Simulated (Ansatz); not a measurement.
# Au in Ansatz: a run that goes wrong, beside a sound one

A flawed run on Au and a sound one for comparison.

All numbers are computed with Ansatz 0.2.0; they aren't measurements. Logs are shortened: lines on timing, memory, paths and dates and some standing lists are left out, and cuts for length are marked.

**1. The cell of the first run**

The cell holds a slab with vacuum, 7 atoms: a = 2.823 Å, b = 2.920 Å, c = 29.680 Å, α = 90.00°, β = 90.00°, γ = 118.91°.

The slab is cut from a database's or a generator's crystal, which needn't be the stable form of the element.

**2. A run with an altered input**

File input.yaml:

```yaml
crystal:
  lattice:
    - [2.82261993, 0.0, 0.0]
    - [-1.411309965, 2.555933025, 0.0]
    - [0.0, 0.0, 29.67950883]
  atoms:
    - { symbol: Au, position: [0.33467203, 0.66934406, 0.2526995997], spin: 2.0 }
    - { symbol: Au, position: [0.66532797, 0.33065594, 0.3351330665] }
    - { symbol: Au, position: [0.33467203, 0.66934406, 0.4175665332] }
    - { symbol: Au, position: [0.66532797, 0.33065594, 0.5] }
    - { symbol: Au, position: [0.33467203, 0.66934406, 0.5824334668] }
    - { symbol: Au, position: [0.66532797, 0.33065594, 0.6648669335] }
    - { symbol: Au, position: [0.33467203, 0.66934406, 0.7473004003] }
hamiltonian:
  xc: pbe
  pseudopotentials: { kind: paw }
kpoints:
  mp_grid: { grid: [11, 11, 1] }
scf:
  occupations: { method: fermi_dirac, width: 0.05 }
  max_iter: 60
output:
  forces: true
  eigenvalues: true
efield:
  axis: 3
  dipole_correction: true
  ramp_width: 0.04
```

Potentials or basis: Ansatz PAW.

Command:

```console
> ansatz run input.yaml --threads 4 --pin off --max-ram 11264MiB --backend cpu --events-out ev --progress --plain --runs-dir out
```

What it wrote:

```text
Error: inconsistent input (magnetization.spin_polarized): false but per-atom `spin:`, `per_species`, `initial_magnetization`, `magnetic_field`, or `spin_locking` is set
```

Wall time 0.02 s (4 threads of Intel Xeon 6975P-C (Granite Rapids), shared host); peak memory 0.042 GiB.

The input was rejected before any iteration. What is wrong with the input: a moment without spin polarisation (magnetization = left out; crystal.atoms[0].spin = 2).

**3. Single point, PBE (the (0 0 1) slab of Au, cut from the database cell, not relaxed)**

input.yaml: that of step 2 with these lines changed.

```diff
@@ -6,3 +6,3 @@
   atoms:
-    - { symbol: Au, position: [0.33467203, 0.66934406, 0.2526995997], spin: 2.0 }
+    - { symbol: Au, position: [0.33467203, 0.66934406, 0.2526995997] }
     - { symbol: Au, position: [0.66532797, 0.33065594, 0.3351330665] }
@@ -20,3 +20,2 @@
   occupations: { method: fermi_dirac, width: 0.05 }
-  max_iter: 60
 output:
```

Potentials or basis: Ansatz PAW.

Command:

```console
> ansatz run input.yaml --threads 4 --pin off --max-ram 11264MiB --backend cpu --events-out ev --progress --plain --runs-dir out
```

Run time: 6.5 s. Hardware: 4 threads of Intel Xeon 6975P-C (Granite Rapids), shared host; peak memory 0.91 GiB.

The run converged. Its results:

```
Free energy                     : -92044.6316 eV
Largest force                   : 0.157 eV/Å
Band gap on the k mesh          : none (metal or under the smearing width)
Work function of the upper face : 5.29 eV
Work function of the lower face : 5.29 eV
Dipole across the slab          : 0.000 e·Å
```

Forces on the atoms (eV/Å):
```
Au   0.000  0.013 -0.156
Au   0.000 -0.024  0.129
Au   0.000  0.022 -0.051
Au   0.000 -0.022  0.000
Au   0.000  0.022  0.051
Au   0.000 -0.024 -0.129
Au   0.000  0.013  0.156
```

Levels at points of the mesh, in eV from the Fermi level:
```
           k point  band 63  band 64  band 65  band 66  band 67  band 68  band 69  band 70  band 71  band 72
(0.00, 0.00, 0.00)    -2.28    -2.21    -2.10    -2.03    -2.02    -1.93    -1.93    -0.61    -0.10     3.65
```
